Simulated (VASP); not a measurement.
Here is a VASP 6.6.1 calculation.

Contents of INCAR:

```
SYSTEM = BaO
PREC     = Accurate       ! precision mode
ENCUT    = 520            ! plane-wave cutoff, eV
EDIFF    = 1E-7           ! SCF threshold, eV
ISMEAR   = 0              ! smearing method
SIGMA    = 0.1            ! smearing width, eV
LREAL    = .FALSE.        ! projectors in reciprocal space
LASPH    = .TRUE.         ! aspherical terms in the spheres
NELM     = 120            ! most SCF steps
ALGO     = Normal         ! electronic algorithm
ISIF     = 3              ! what is computed and relaxed
LWAVE    = .FALSE.        ! write WAVECAR
LCHARG   = .FALSE.        ! write CHGCAR
GGA      = PE             ! functional
IBRION   = 2              ! ionic algorithm
NSW      = 60             ! ionic steps
EDIFFG   = -0.005         ! ionic threshold
POTIM    = 0.3            ! step
```

File KPOINTS:

```
regular mesh
0
G
  8 8 8
  0 0 0
```

The input POSCAR:

```
BaO                                     
1.0
   -0.0000000000      2.8066404921      2.8066404921
    2.8066404921      0.0000000000      2.8066404921
    2.8066404921      2.8066404921      0.0000000000
  Ba              O             
     1     1
Direct
     0.0000000000000000    0.0000000000000000    0.0000000000000000
     0.5000000000000000    0.5000000000000000    0.5000000000000000
```

Potentials or basis: VASP PAW PBE potentials, release 64 (Ba_sv, O).

Launch:

```bash
$ cat potpaw_PBE.64/Ba_sv/POTCAR potpaw_PBE.64/O/POTCAR > POTCAR
$ mpirun -np 1 vasp_std > vasp.out
```

Q: What does it give for the relaxed volume?

A: 22.12 Å³/atom.

Q: Estimate the band gap on the k mesh.

A: 2.10 eV, direct.

Q: Predict the space group after relaxing (to 0.05 Å).

A: Fm-3m (No. 225).

Final structure:
```
CELL_PARAMETERS angstrom
0.00000 2.80718 2.80718
2.80718 0.00000 2.80718
2.80718 2.80718 0.00000
ATOMIC_POSITIONS crystal
Ba 0.00000 0.00000 0.00000
O 0.50000 0.50000 0.50000
```

Caveat: spin-orbit coupling is left out, which moves the levels of the heavy elements. A k mesh can miss the band edges.
